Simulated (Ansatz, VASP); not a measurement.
One calculation of SnO2, two programs

```
Sn O
1.0
     4.78800    0.00000    0.00000
     0.00000    4.86658    0.00000
     0.00000    0.00000    3.24090
Sn O
2 4
Direct
  0.00000 0.00000 0.00000
  0.50000 0.50000 0.50000
  0.70815 0.67896 0.00000
  0.20814 0.82104 0.50000
  0.79185 0.17896 0.50000
  0.29185 0.32104 0.00000
```

The cell is a database's computed one.

Alike in both runs: task single point; functional PBE; k mesh 6 × 6 × 8; occupations fermi-dirac, width 0.05 eV; no spin polarisation.

|  | VASP | Ansatz |
| --- | --- | --- |
| version | VASP 6.6.1 | Ansatz 0.2.0 |
| potentials or method | VASP PAW PBE potentials, release 64 (Sn_d, O) | Ansatz PAW |
| plane-wave cutoff (eV) | 520 | 420 |
| valence electrons in the cell | 52 | 52 |

VASP gave:

| Item | Value |
| --- | --- |
| gap on the k mesh at the Fermi level (eV) | 0.80 |
| least direct gap on the mesh (eV) | 0.80 |
| pressure (GPa) | 0.0 |
| largest component of the traceless stress (GPa) | 0.12 |
| rms of the force components (eV/Å) | 0.031 |

What did Ansatz give for the same quantities?

gap on the k mesh at the Fermi level (eV): 0.81; least direct gap on the mesh (eV): 0.81; pressure (GPa): -0.5; largest component of the traceless stress (GPa): 0.22; rms of the force components (eV/Å): 0.034.

Atom by atom the forces differ by 0.008 eV/Å (rms over components).

Caveats: spin-orbit coupling is left out, which moves the levels of the heavy elements; the pressure holds a Pulay correction of +0.8 GPa for the finite cutoff (Ansatz). Expect the measured gap to be larger: semilocal functionals such as PBE lack the derivative discontinuity.
